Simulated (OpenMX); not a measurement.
AlN under changes of volume

One of the cells (10.451 Å³/atom); the others are scaled copies at fixed shape and fractional positions:

```
CELL_PARAMETERS angstrom
3.11300 0.00000 0.00000
-1.55650 2.69594 0.00000
0.00000 0.00000 4.98100
ATOMIC_POSITIONS crystal
Al 0.66667 0.33333 0.50000
Al 0.33333 0.66667 0.00000
N 0.66667 0.33333 0.88000
N 0.33333 0.66667 0.38000
```

| Property | Result |
| --- | --- |
| Program | OpenMX 3.8.5 |
| Functional | LDA |
| Potentials or basis | OpenMX 2013 LDA set, Al7.0-s2p2d1, N6.0-s2p2d1, fixed grid of 32 × 32 × 60 points |
| k mesh | 11 × 11 × 7 |
| Occupations | fermi-dirac, width 0.05 eV |
| Spin | no spin polarisation |

```csv
volume (Å³/atom),energy over the lowest point (meV/atom),gap on the mesh (eV),largest force (eV/Å)
9.824,9.29,5.04,0.111
10.033,?,?,?
10.242,0.00,5.02,0.078
10.451,4.03,4.93,0.063
10.660,13.12,4.73,0.049
10.869,26.75,4.54,0.036
11.078,44.47,4.35,0.024
```

Q: What does the run at 10.033 Å³/atom give?

A: Energy over the lowest point 1.54 meV/atom; gap on the mesh 5.04 eV; largest force 0.094 eV/Å.

Worked out: A Birch-Murnaghan fit of order 3 (a polynomial in V^(-2/3)) to the other rows has its minimum at 10.19 Å³/atom with B0 = V·E''(V) = 214 GPa and B' = 4.1 at fixed shape and positions, which overstates the stiffness. It gives 1.54 meV/atom at 10.033 Å³/atom, against the run's 1.54. A parabola through the other rows of the gap, of slope -1.05 eV per unit of ln V there, gives 5.05 eV, against the run's 5.04.

Energies are extrapolated to zero smearing.

Caveats: an odd mesh through Γ misses points on the zone boundary, where band edges often lie; the basis of atomic orbitals isn't converged, which shifts pressures, moduli and gaps.
